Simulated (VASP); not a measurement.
Here is a VASP 6.6.1 calculation.

File INCAR:

```
  ALGO = Normal
  EDIFF = 1E-7
  ENCUT = 400
  GGA = RP
  ISIF = 2
  ISMEAR = 0
  ISYM = 0
  LASPH = True
  LCHARG = False
  LREAL = False
  LWAVE = False
  NELM = 80
  PREC = Accurate
  SIGMA = 0.01
```

File KPOINTS:

```
k-points
0
Gamma
  1 1 1
```

File POSCAR:

```
H3CCl                                   
1.0
   12.7670747303      0.0000000000      0.0000000000
    0.0000000000     13.2670747303      0.0000000000
    0.0000000000      0.0000000000     13.7670747303
  C               Cl              H             
     1     1     3
Selective dynamics
Direct
     0.4970414396999985    0.5134837255000022    0.4949221529999974   F   F   F
     0.5319418036034980    0.3988986284476570    0.5548157863806302   T   T   T
     0.5552196080397707    0.5709768752299091    0.5135217836853202   T   T   T
     0.4191446446210799    0.5362274200617567    0.5199720914012705   T   T   T
     0.4964919117310311    0.4997961284029513    0.4164873052750786   T   T   T
```

Potentials or basis: VASP PAW PBE potentials, release 64 (C, Cl, H).

The run is started by

```bash
$ cat potpaw_PBE.64/C/POTCAR potpaw_PBE.64/Cl/POTCAR potpaw_PBE.64/H/POTCAR > POTCAR
$ mpirun -np 1 vasp_gam > vasp.out
```

Problem. Predict the gap between the frontier levels.

Solution. 6.17 eV.

Problem. Estimate the largest force.

Solution. 0.190 eV/Å.

Forces on the atoms (eV/Å):
```
C   -0.018  0.060 -0.033
Cl   0.048 -0.161  0.088
H    0.014  0.048 -0.006
H   -0.037  0.034 -0.004
H   -0.007  0.020 -0.045
```

Caveat: the PAW data sets were made with another functional, which shifts forces and pressure a little. A hybrid or GW would open this gap; RPBE tends to underestimate it.
